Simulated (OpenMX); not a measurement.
# Se in OpenMX: the effect of volume scale

Se:

```
Se
1.0
     4.18406    0.00000    0.00000
    -2.09203    3.62350    0.00000
     0.00000    0.00000    4.74696
Se
3
Cartesian
  1.6205 2.8068 0.0000
  -0.4715 0.8167 3.1646
  0.9431 0.0000 1.5823
```

Alike in all runs:

* Program: OpenMX 3.8.5
* Task: single point
* Functional: PBE
* Potentials or basis: OpenMX 2013 PBE set, Se7.0-s3p2d2, grid cutoff 300 Ry
* k mesh: 5 × 5 × 5
* Occupations: fermi-dirac, width 0.05 eV
* Spin: no spin polarisation

```csv
volume scale,gap on the mesh (eV),pressure (GPa),largest force (eV/Å)
0.88,1.11,14.4,2.82
0.92,1.17,10.2,2.18
0.96,1.21,6.7,1.63
1,1.24,3.9,1.15
1.04,1.26,1.7,0.72
1.08,?,?,?
```

**Question.** What does the run with volume scale 1.08 give?

**Answer.** gap on the mesh 1.27 eV; pressure -0.1 GPa; largest force 0.33 eV/Å.

Worked out: A parabola through the other rows of the gap on the mesh, of slope -0.0393 eV per unit of volume scale there, extrapolates to 1.26 eV, against the run's 1.27. A parabola through the other rows of the pressure, of slope -28.9 GPa per unit of volume scale there, extrapolates to 0.2 GPa, against the run's -0.1. A parabola through the other rows of the largest force, of slope -7.83 eV/Å per unit of volume scale there, extrapolates to 0.38 eV/Å, against the run's 0.33.

Caveats: an odd mesh through Γ misses points on the zone boundary, where band edges often lie; the basis of atomic orbitals isn't converged, which shifts pressures, moduli and gaps; forces of over 1 eV/Å show positions far from the minimum, so gaps and moduli don't describe the material at rest (some runs).
